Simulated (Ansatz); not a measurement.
CuI, DFT, PBE, all-electron PAW with datasets made for the crystal, scalar-relativistic (Ansatz 0.2.0), run on 1 thread of Intel(R) Xeon(R) Platinum 8488C (Sapphire Rapids) on a shared host.

The cell is the one relaxed in the Materials Project (mp-1007922), not relaxed further here; entries there can be hypothetical. The listed cell was then made from it by scaling, straining or moving an atom.

Command: `ansatz run input.yaml --threads 1 --pin off --max-ram 4096MiB --backend cpu --events-out ev --progress --plain --runs-dir out`

```yaml
crystal:
  lattice:
    - [3.708112019, -3.6861789996, 0.0]
    - [3.708112019, 3.6861789996, 0.0]
    - [0.0, 0.0, 4.2780907744]
  atoms:
    - { symbol: Cu, position: [0.42043883, 0.57956117, 0.75] }
    - { symbol: Cu, position: [0.57956117, 0.42043883, 0.25] }
    - { symbol: I, position: [0.77004268, 0.22995732, 0.75] }
    - { symbol: I, position: [0.22995732, 0.77004268, 0.25] }
kpoints:
  mp_grid: { grid: [5, 5, 6] }
scf:
  occupations: { method: fermi_dirac, width: 0.02 }
hamiltonian:
  xc: pbe
  pseudopotentials: { kind: all_electron, datasets: crystal }
output:
  forces: true
  stress: true
  eigenvalues: true
  efg: { contact_densities: true }
```

Problem. How large is the problem that the program sets up?

Solution. 36 irreducible k-points, 1251 plane waves at Γ, 22 bands.

Problem. About how long does it take, and how much memory does it use?

Solution. 16 s of wall time for 12 SCF iterations, with a peak of 0.77 GiB. Times on shared machines scatter by tens of per cent.

Problem. And the same cell and mesh by PAW with the default files, asked for forces, stress, eigenvalues, efg, on the same hardware?

Solution. 7.7 s, peak memory 0.53 GiB.
